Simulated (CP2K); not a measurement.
# Ag (Fm-3m) in CP2K: notebook

The runs below take Ag through single point, equation of state, with r2SCAN.

All numbers are computed with CP2K 2026.2; they aren't measurements. Logs are shortened: lines on timing, memory, paths and dates and some standing lists are left out, and cuts for length are marked.

## 1. The crystal as given

The structure is cubic, space group Fm-3m (No. 225). Conventional cell: a = 4.085 Å, b = 4.085 Å, c = 4.085 Å, α = 90.00°, β = 90.00°, γ = 90.00°. Ag (site symmetry m-3m) is surrounded by 12 Ag at 2.89 Å.

## 2. Single point, r2SCAN, 17.05 Å³/atom

ag_eos.inp

```
&GLOBAL
  PROJECT ag_eos
  RUN_TYPE ENERGY_FORCE
  PRINT_LEVEL LOW
&END GLOBAL
&FORCE_EVAL
  METHOD QS
  STRESS_TENSOR ANALYTICAL
  &DFT
    BASIS_SET_FILE_NAME BASIS_MOLOPT_UZH
    POTENTIAL_FILE_NAME POTENTIAL_UZH
    &MGRID
      CUTOFF 675
      REL_CUTOFF 60
      NGRIDS 4
    &END MGRID
    &QS
      METHOD GPW
      EPS_DEFAULT 1.0E-9
    &END QS
    &KPOINTS
      SCHEME MONKHORST-PACK 11 11 11
      GAMMA_CENTERED T
      SYMMETRY T
      SYMMETRY_BACKEND SPGLIB
    &END KPOINTS
    &SCF
      SCF_GUESS ATOMIC
      EPS_SCF 1.0E-6
      MAX_SCF 100
      ADDED_MOS 11
      CHOLESKY OFF
      EPS_EIGVAL 1.0E-7
      &DIAGONALIZATION ON
        ALGORITHM STANDARD
      &END DIAGONALIZATION
      &MIXING ON
        METHOD BROYDEN_MIXING
        ALPHA 0.4
        BETA 1.5
        NBUFFER 8
      &END MIXING
      &SMEAR ON
        METHOD FERMI_DIRAC
        ELECTRONIC_TEMPERATURE [K] 580.226
      &END SMEAR
    &END SCF
    &XC
      &XC_FUNCTIONAL
        &MGGA_X_R2SCAN
        &END MGGA_X_R2SCAN
        &MGGA_C_R2SCAN
        &END MGGA_C_R2SCAN
      &END XC_FUNCTIONAL
    &END XC
    &PRINT
      &KPOINTS ON
      &END KPOINTS
      &MULLIKEN ON
      &END MULLIKEN
      &MO ON
        ENERGIES T
        OCCUPATION_NUMBERS T
        &EACH
          QS_SCF 0
        &END EACH
        ADD_LAST NUMERIC
      &END MO
    &END PRINT
  &END DFT
  &SUBSYS
    &CELL
      ABC 2.8888847545 2.8888847545 2.8888847546
      ALPHA_BETA_GAMMA 60.0000000005 59.9999999996 59.9999999991
      PERIODIC XYZ
    &END CELL
    &COORD
      Ag  0.0000000000 0.0000000000 0.0000000000
    &END COORD
    &KIND Ag
      BASIS_SET TZVP-MOLOPT-SCAN-GTH-q11
      POTENTIAL GTH-SCAN-q11
    &END KIND
    &PRINT
      &ATOMIC_COORDINATES ON
      &END ATOMIC_COORDINATES
      &CELL ON
      &END CELL
    &END PRINT
  &END SUBSYS
  &PRINT
    &FORCES ON
    &END FORCES
    &STRESS_TENSOR ON
    &END STRESS_TENSOR
  &END PRINT
&END FORCE_EVAL
```

Potentials or basis: POTENTIAL_UZH Ag GTH-SCAN-q11; TZVP-MOLOPT-SCAN-GTH basis.

Started as:

```
$ OMP_NUM_THREADS=1 cp2k.psmp -i ag_eos.inp -o ag_eos.out
```

ag_eos.out:

```text

 CP2K| version string:                                       CP2K version 2026.2
 CP2K| Input file name                                                ag_eos.inp

 GLOBAL| Force Environment number                                              1
 GLOBAL| Basis set file name                                    BASIS_MOLOPT_UZH
 GLOBAL| Potential file name                                       POTENTIAL_UZH
 GLOBAL| MM Potential file name                                     MM_POTENTIAL
 GLOBAL| Coordinate file name                                      __STD_INPUT__
 GLOBAL| Method name                                                        CP2K
 GLOBAL| Project name                                                     ag_eos
 GLOBAL| Run type                                                   ENERGY_FORCE
 GLOBAL| FFT library                                                       FFTW3
 GLOBAL| Diagonalization library                                       ScaLAPACK
 GLOBAL| Cholesky decomposition library                                ScaLAPACK
 GLOBAL| DGEMM library                                                      BLAS
 GLOBAL| Direct generalized diagonalization requested                          F
 GLOBAL| Matrix multiplication library                                 ScaLAPACK
 GLOBAL| Global print level                                                  LOW
 GLOBAL| Total number of message passing processes                             1
 GLOBAL| Number of threads for this process                                    1
 GLOBAL| CPU model name                                 Intel(R) Xeon(R) 6975P-C

 CELL| Volume [angstrom^3]:                                            17.048087
 CELL| Vector a [angstrom]:       2.889     0.000     0.000   |a| =     2.888885
 CELL| Vector b [angstrom]:       1.444     2.502     0.000   |b| =     2.888885
 CELL| Vector c [angstrom]:       1.444     0.834     2.359   |c| =     2.888885
 CELL| Angle (b,c), alpha [degree]:                                    60.000000
 CELL| Angle (a,c), beta  [degree]:                                    60.000000
 CELL| Angle (a,b), gamma [degree]:                                    60.000000
 CELL| Numerically orthorhombic:                                              NO
 CELL| Periodicity                                                           XYZ

 CELL_REF| Volume [angstrom^3]:                                        17.048087
 CELL_REF| Vector a [angstrom     2.889     0.000     0.000   |a| =     2.888885
 CELL_REF| Vector b [angstrom     1.444     2.502     0.000   |b| =     2.888885
 CELL_REF| Vector c [angstrom     1.444     0.834     2.359   |c| =     2.888885
 CELL_REF| Angle (b,c), alpha [degree]:                                60.000000
 CELL_REF| Angle (a,c), beta  [degree]:                                60.000000
 CELL_REF| Angle (a,b), gamma [degree]:                                60.000000
 CELL_REF| Numerically orthorhombic:                                          NO
 CELL_REF| Periodicity                                                       XYZ
[... 9 lines left out ...]
 TOTAL NUMBERS AND MAXIMUM NUMBERS

  Total number of            - Atomic kinds:                                   1
                             - Atoms:                                          1
                             - Shell sets:                                     1
                             - Shells:                                        10
                             - Primitive Cartesian functions:                  5
                             - Cartesian basis functions:                     40
                             - Spherical basis functions:                     34

  Maximum angular momentum of- Orbital basis functions:                        3
                             - Local part of the GTH pseudopotential:          0
                             - Non-local part of the GTH pseudopotential:      4

 MODULE QUICKSTEP: ATOMIC COORDINATES IN ANGSTROM

   Atom Kind Element         X             Y             Z       Z(eff)     Mass
      1    1 Ag   47      0.000000      0.000000      0.000000  11.0000 107.8682

 SCF PARAMETERS         Density guess:                                    ATOMIC
                        --------------------------------------------------------
                        max_scf:                                             100
[... 7 lines left out ...]
                        --------------------------------------------------------
                        level_shift [a.u.]:                             0.000000
                        added MOs                                        11    0
                        --------------------------------------------------------
                        Mixing method:                            BROYDEN_MIXING
[... 11 lines left out ...]
[... 39 lines left out ...]
     4 Broy./Diag. 0.40E+00    9.9     0.03037366       -36.5595315685  3.79E-01
     5 Broy./Diag. 0.40E+00    9.9     0.01410221       -36.5118170474  4.77E-02
     6 Broy./Diag. 0.40E+00    9.9     0.00154936       -36.5900118766 -7.82E-02
     7 Broy./Diag. 0.40E+00    9.9     0.00114366       -36.5844829553  5.53E-03
     8 Broy./Diag. 0.40E+00    9.9     0.00120978       -36.5783169339  6.17E-03
     9 Broy./Diag. 0.40E+00    9.9     0.00102943       -36.5761168290  2.20E-03
    10 Broy./Diag. 0.40E+00    9.9     0.00011057       -36.5797893216 -3.67E-03
    11 Broy./Diag. 0.40E+00    9.9     0.00003318       -36.5792719799  5.17E-04
    12 Broy./Diag. 0.40E+00    9.9     0.00003889       -36.5792956077 -2.36E-05
    13 Broy./Diag. 0.40E+00    9.9     0.00000185       -36.5791316238  1.64E-04
    14 Broy./Diag. 0.40E+00    9.9     0.00000109       -36.5791348405 -3.22E-06
    15 Broy./Diag. 0.40E+00    9.9     0.00000144       -36.5791433649 -8.52E-06
    16 Broy./Diag. 0.40E+00    9.9     0.00000016       -36.5791483046 -4.94E-06

  *** SCF run converged in    16 steps ***

  Electronic density on regular grids:        -10.9999999884        0.0000000116
  Core density on regular grids:               10.9999999846       -0.0000000154
  Total charge density on r-space grids:       -0.0000000038
  Total charge density g-space grids:          -0.0000000038

  Overlap energy of the core charge distribution:               0.00000000310082
  Self energy of the core charge distribution:                -59.09840554774585
  Core Hamiltonian energy:                                     19.76750672771143
  Hartree energy:                                               8.10178730546249
  Exchange-correlation energy:                                 -5.34994767613156
  Electronic entropic energy:                                  -0.00008911710792
  Fermi energy:                                                 0.30080931543291

  Total energy:                                               -36.57914830457652
  Total energy (extrapolated to T->0):                        -36.57910374602256

 MO| EIGENVALUES AND OCCUPATION NUMBERS FOR K POINT 1
 MO|
 MO|  Index      Eigenvalue [a.u.]        Eigenvalue [eV]             Occupation
 MO|      1               0.046580               1.267506               2.000000
 MO|      2               0.105415               2.868498               2.000000
 MO|      3               0.105415               2.868499               2.000000
 MO|      4               0.175844               4.784961               2.000000
 MO|      5               0.175844               4.784962               2.000000
 MO|      6               0.258927               7.045771               2.000000
[... 9 lines left out ...]
 MO|     16               1.799810              48.975312               0.000000
 MO|     17               2.042208              55.571315               0.000000
 MO| Sum:                                                              12.000000
 MO| E(Fermi):            0.300809 a.u.          8.185438 eV
[... 277 lines left out ...]
 MO| EIGENVALUES AND OCCUPATION NUMBERS FOR K POINT 14
 MO|
 MO|  Index      Eigenvalue [a.u.]        Eigenvalue [eV]             Occupation
 MO|      1               0.069823               1.899994               2.000000
 MO|      2               0.083346               2.267970               2.000000
 MO|      3               0.114327               3.110997               2.000000
 MO|      4               0.144719               3.938007               2.000000
 MO|      5               0.167780               4.565531               2.000000
 MO|      6               0.254897               6.936106               2.000000
[... 9 lines left out ...]
 MO|     16               1.798590              48.942124               0.000000
 MO|     17               1.863841              50.717701               0.000000
 MO| Sum:                                                              12.000000
 MO| E(Fermi):            0.300809 a.u.          8.185438 eV

 [... the levels of further k-points ...]

 !-----------------------------------------------------------------------------!
                     Mulliken Population Analysis

 #  Atom  Element  Kind  Atomic population                           Net charge
       1     Ag       1         11.000000                             -0.000000
 # Total charge                             11.000000                 -0.000000

 !-----------------------------------------------------------------------------!

 ENERGY| Total FORCE_EVAL ( QS ) energy [hartree]            -36.579146946559554

 FORCES| Atomic forces [hartree/bohr]
 FORCES|   Atom     x               y               z               |f|
 FORCES|      1  2.17358270E-16 -6.02345882E-15 -1.54212382E-15   6.22153090E-15
 FORCES| Sum     2.17358270E-16 -6.02345882E-15 -1.54212382E-15
 FORCES| Total atomic force                                       6.22153090E-15

 STRESS| Analytical stress tensor [bar]
 STRESS|                        x                   y                   z
 STRESS|      x        1.75026704398E+04  -2.98703226971E-01  -1.22457392166E-01
 STRESS|      y       -2.98703226971E-01   1.75033957515E+04  -2.94632884387E-01
 STRESS|      z       -1.22457392166E-01  -2.94632884387E-01   1.75031531244E+04
 STRESS| 1/3 Trace                                             1.75030731052E+04
 STRESS| Determinant                                           5.36219890554E+12

 STRESS| Eigenvectors and eigenvalues of the analytical stress tensor [bar]
 STRESS|                        1                   2                   3
 STRESS| Eigenvalues   1.75024877176E+04   1.75031005813E+04   1.75036310169E+04
 STRESS|      x           0.859315678968     -0.468322002691     -0.205550640175
 STRESS|      y           0.390026305703      0.340076844062      0.855702764395
 STRESS|      z           0.330841419324      0.815488958802     -0.474891264745
```

Run time: 3.2 min. Hardware: 1 thread of Intel Xeon 6975P-C (Granite Rapids), shared host; peak memory 0.37 GiB.

What came out:

```
Free energy            : -995.3692 eV
Pressure               : 1.8 GPa
Band gap on the k mesh : none (metal or under the smearing width)
```

Caveat: the basis of atomic orbitals isn't converged, which shifts pressures, moduli and gaps.

## 3. Single point, r2SCAN, 16.71 Å³/atom (volume scaled by 0.98)

ag_eos.inp, as its differences from that of step 2:

```diff
@@ -11,2 +11,3 @@
     POTENTIAL_FILE_NAME POTENTIAL_UZH
+    WFN_RESTART_FILE_NAME previous-RESTART.kp
     &MGRID
@@ -27,3 +28,3 @@
     &SCF
-      SCF_GUESS ATOMIC
+      SCF_GUESS RESTART
       EPS_SCF 1.0E-6
@@ -72,4 +73,4 @@
     &CELL
-      ABC 2.8888847545 2.8888847545 2.8888847546
-      ALPHA_BETA_GAMMA 60.0000000005 59.9999999996 59.9999999991
+      ABC 2.8694956820 2.8694956821 2.8694956821
+      ALPHA_BETA_GAMMA 59.9999999999 59.9999999988 59.9999999987
       PERIODIC XYZ
```

Potentials or basis: POTENTIAL_UZH Ag GTH-SCAN-q11; TZVP-MOLOPT-SCAN-GTH basis.

Started as:

```
$ OMP_NUM_THREADS=1 cp2k.psmp -i ag_eos.inp -o ag_eos.out
```

Run time: 2.8 min. Hardware: 1 thread of Intel Xeon 6975P-C (Granite Rapids), shared host; peak memory 0.37 GiB.

The run converged. Its results:

```yaml
Free_energy: -995.3628 eV
Pressure: 4.4 GPa
Band_gap_on_the_k_mesh: none (metal or under the smearing width)
```

Caveat: the basis of atomic orbitals isn't converged, which shifts pressures, moduli and gaps.

## 4. Single point, r2SCAN, 17.39 Å³/atom (volume scaled by 1.02)

ag_eos.inp, as its differences from that of step 3:

```diff
@@ -73,4 +73,4 @@
     &CELL
-      ABC 2.8694956820 2.8694956821 2.8694956821
-      ALPHA_BETA_GAMMA 59.9999999999 59.9999999988 59.9999999987
+      ABC 2.9080169992 2.9080169992 2.9080169992
+      ALPHA_BETA_GAMMA 60.0000000013 60.0000000005 59.9999999996
       PERIODIC XYZ
```

Started as:

```
$ OMP_NUM_THREADS=1 cp2k.psmp -i ag_eos.inp -o ag_eos.out
```

Wall time 2.8 min (1 thread of Intel Xeon 6975P-C (Granite Rapids), shared host); peak memory 0.37 GiB.

Results (log left out):

```
Free energy            : -995.3705 eV
Pressure               : -0.5 GPa
Band gap on the k mesh : none (metal or under the smearing width)
```

Caveat: the basis of atomic orbitals isn't converged, which shifts pressures, moduli and gaps.

## 5. Single point, r2SCAN, 16.37 Å³/atom (volume scaled by 0.96)

ag_eos.inp, as its differences from that of step 4:

```diff
@@ -73,4 +73,4 @@
     &CELL
-      ABC 2.9080169992 2.9080169992 2.9080169992
-      ALPHA_BETA_GAMMA 60.0000000013 60.0000000005 59.9999999996
+      ABC 2.8498409852 2.8498409852 2.8498409852
+      ALPHA_BETA_GAMMA 60.0000000011 59.9999999997 59.9999999997
       PERIODIC XYZ
```

Started as:

```
$ OMP_NUM_THREADS=1 cp2k.psmp -i ag_eos.inp -o ag_eos.out
```

It took 3 min on 1 thread of Intel Xeon 6975P-C (Granite Rapids), shared host; peak memory 0.37 GiB.

The run converged. Its results:

```yaml
Free_energy: -995.3504 eV
Pressure: 7.3 GPa
Band_gap_on_the_k_mesh: none (metal or under the smearing width)
```

Caveat: the basis of atomic orbitals isn't converged, which shifts pressures, moduli and gaps.

## 6. Single point, r2SCAN, 17.73 Å³/atom (volume scaled by 1.04)

ag_eos.inp, as its differences from that of step 5:

```diff
@@ -73,4 +73,4 @@
     &CELL
-      ABC 2.8498409852 2.8498409852 2.8498409852
-      ALPHA_BETA_GAMMA 60.0000000011 59.9999999997 59.9999999997
+      ABC 2.9269007556 2.9269007556 2.9269007556
+      ALPHA_BETA_GAMMA 60.0000000014 60.0000000001 59.9999999999
       PERIODIC XYZ
```

Potentials or basis: POTENTIAL_UZH Ag GTH-SCAN-q11; TZVP-MOLOPT-SCAN-GTH basis.

Started as:

```
$ OMP_NUM_THREADS=1 cp2k.psmp -i ag_eos.inp -o ag_eos.out
```

Wall time 2.6 min (1 thread of Intel Xeon 6975P-C (Granite Rapids), shared host); peak memory 0.36 GiB.

The run converged. Its results:

* Free energy: -995.3673 eV
* Pressure: -2.5 GPa
* Band gap on the k mesh: none (metal or under the smearing width)

Caveat: the basis of atomic orbitals isn't converged, which shifts pressures, moduli and gaps.

## 7. Single point, r2SCAN, 16.03 Å³/atom (volume scaled by 0.94)

ag_eos.inp, as its differences from that of step 6:

```diff
@@ -73,4 +73,4 @@
     &CELL
-      ABC 2.9269007556 2.9269007556 2.9269007556
-      ALPHA_BETA_GAMMA 60.0000000014 60.0000000001 59.9999999999
+      ABC 2.8299113752 2.8299113752 2.8299113752
+      ALPHA_BETA_GAMMA 60.0000000007 60.0000000001 60.0000000002
       PERIODIC XYZ
```

Started as:

```
$ OMP_NUM_THREADS=1 cp2k.psmp -i ag_eos.inp -o ag_eos.out
```

Wall time 3.3 min (1 thread of Intel Xeon 6975P-C (Granite Rapids), shared host); peak memory 0.38 GiB.

It converged, with:

| Quantity | Value |
| --- | --- |
| Free energy | -995.3313 eV |
| Pressure | 10.7 GPa |
| Band gap on the k mesh | none (metal or under the smearing width) |

Caveat: the basis of atomic orbitals isn't converged, which shifts pressures, moduli and gaps.

## 8. Single point, r2SCAN, 18.07 Å³/atom (volume scaled by 1.06)

ag_eos.inp, as its differences from that of step 7:

```diff
@@ -73,4 +73,4 @@
     &CELL
-      ABC 2.8299113752 2.8299113752 2.8299113752
-      ALPHA_BETA_GAMMA 60.0000000007 60.0000000001 60.0000000002
+      ABC 2.9455439382 2.9455439382 2.9455439383
+      ALPHA_BETA_GAMMA 60.0000000009 60.0000000008 59.9999999996
       PERIODIC XYZ
```

Started as:

```
$ OMP_NUM_THREADS=1 cp2k.psmp -i ag_eos.inp -o ag_eos.out
```

Run time: 2.6 min. Hardware: 1 thread of Intel Xeon 6975P-C (Granite Rapids), shared host; peak memory 0.37 GiB.

Results (log left out):

```
Free energy            : -995.3616 eV
Pressure               : -3.9 GPa
Band gap on the k mesh : none (metal or under the smearing width)
```

Caveat: the basis of atomic orbitals isn't converged, which shifts pressures, moduli and gaps.

## 9. Equation of state, r2SCAN

Potentials or basis: POTENTIAL_UZH Ag GTH-SCAN-q11; TZVP-MOLOPT-SCAN-GTH basis.

This step only gathers the single runs of the series.

Results:

- Equilibrium volume: 17.32 Å³/atom (rough: see the caveat)
- Bulk modulus: 101 GPa (rough)

Energy against volume, from the lowest point:
```
volume (Å³/atom)  energy (meV/atom)
          16.025              39.22
          16.366              20.05
          16.707               7.68
          17.048               1.26
          17.389               0.00
          17.730               3.21
          18.071               8.83
```

Caveat: the fit is doubtful: noisy points or a state that changes with volume; the basis of atomic orbitals isn't converged, which shifts pressures, moduli and gaps.
